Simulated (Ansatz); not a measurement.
# TePb: single point with PBE

Crystal: TePb.

```xyz
2
Lattice="4.0023 0.0000 0.0000 0.0000 4.0023 0.0000 0.0000 0.0000 4.0023" Properties=species:S:1:pos:R:3 pbc="T T T"
Pb    0.0000    0.0000    0.0000
Te    2.0011    2.0011    2.0011
```

Measurements of this composition are mostly on another form, of space group No. 225.

```json
{
 "Program": "Ansatz 0.2.0",
 "Task": "single point",
 "Functional": "PBE",
 "Potentials or basis": "all-electron LAPW, scalar-relativistic",
 "Cutoff": "135 eV (chosen from the basis error)",
 "Basis error allowed": "0.002 eV/atom",
 "k mesh": "4 × 4 × 4",
 "Occupations": "fermi-dirac, width 0.03 eV",
 "Spin": "no spin polarisation"
}
```

```yaml
Pressure: 0.6 GPa
Band_gap_on_the_k_mesh: none (metal or under the smearing width)
```

Levels at points of the mesh, in eV from the Fermi level:
| k point | band 28 | band 29 | band 30 | band 31 | band 32 | band 33 |
| --- | --- | --- | --- | --- | --- | --- |
| (0.00, 0.00, 0.00) | -1.66 | -1.66 | -1.66 | 3.92 | 3.92 | 5.12 |
| (0.00, 0.00, -0.50) | -0.86 | -0.22 | -0.22 | 0.07 | 2.18 | 2.18 |
| (0.00, -0.50, -0.50) | -4.48 | -4.48 | 0.16 | 3.36 | 3.59 | 3.59 |
| (-0.50, -0.50, -0.50) | -2.55 | -2.55 | -2.55 | -1.17 | -1.17 | -1.17 |

Run time: 3.9 s on 1 thread of Arm Neoverse V1, on a shared host, peak memory 0.24 GiB.

Caveat: the k mesh is coarse (spacing up to 0.39 Å⁻¹), so the values aren't converged; the k mesh is thin for a metal, which can move the energy by tens of meV per atom. The run has no spin-orbit coupling, so splittings on Pb, Te are missing.
